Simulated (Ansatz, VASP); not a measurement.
**Hf: the functional in 2 programs**

```
Hf
1.0
     3.19670    0.00000    0.00000
    -1.59835    2.76842    0.00000
     0.00000    0.00000    5.05780
Hf
2
Direct
  0.66667 0.33333 0.75000
  0.33333 0.66667 0.25000
```

Kept alike: task band structure; k mesh 10 × 10 × 5; occupations fermi-dirac, width 0.05 eV; no spin polarisation. The mesh is that of the run's cell of 2 atoms. No spin-orbit coupling.

- A: Ansatz, all-electron LAPW, scalar-relativistic
- B: VASP; LDA PAW files Hf_pv, 520 eV (LDA); PBE PAW files Hf_pv, 520 eV (PBE, PBEsol)

| functional | A: pressure (GPa) | B: pressure (GPa) |
| --- | --- | --- |
| LDA | -7.78 | -7.79 |
| PBE | 0.61 | 0.16 |
| PBEsol | -3.90 | -4.30 |

Pressure is positive in compression; plane-wave values hold the error of the finite cutoff. Values on potentials made for another functional: some of B. For a metal such a mesh leaves the last digits unconverged.

Q: How large is the effect of the functional, and do the programs agree on it?

A: From LDA to PBE the pressure moves by +8.39 in A, +7.95 in B (GPa). Row by row the programs differ by 0.01 to 0.45, and over this span the shifts, as printed, agree within about 5 %. Shifts from LDA: PBE +8.39, +7.95; PBEsol +3.88, +3.49; the programs' shifts differ by up to 0.44.

At this fixed cell, LDA gives a strong pull towards a smaller volume, PBE leaves the metal close to equilibrium, and PBEsol falls between them in both programs. This is the familiar LDA overbinding. Gradient-corrected exchange favours the more inhomogeneous density of separated atoms, which weakens the cohesion from the hafnium 5d and 6s electrons and expands the lattice. PBEsol has a weaker gradient enhancement and so recovers only part of that expansion.

The ordering of the functionals is therefore secure, but the small residual PBE pressure is not: 0.61 and 0.16 GPa differ by about as much as the values themselves, so the size of any PBE expansion beyond this cell remains open. The programs nearly coincide for LDA, while B lies lower by a similar amount for both gradient functionals, which possibly reflects the PBE dataset they share. Because pressure averages over the stress components, none of this shows whether the axial ratio suits each functional.
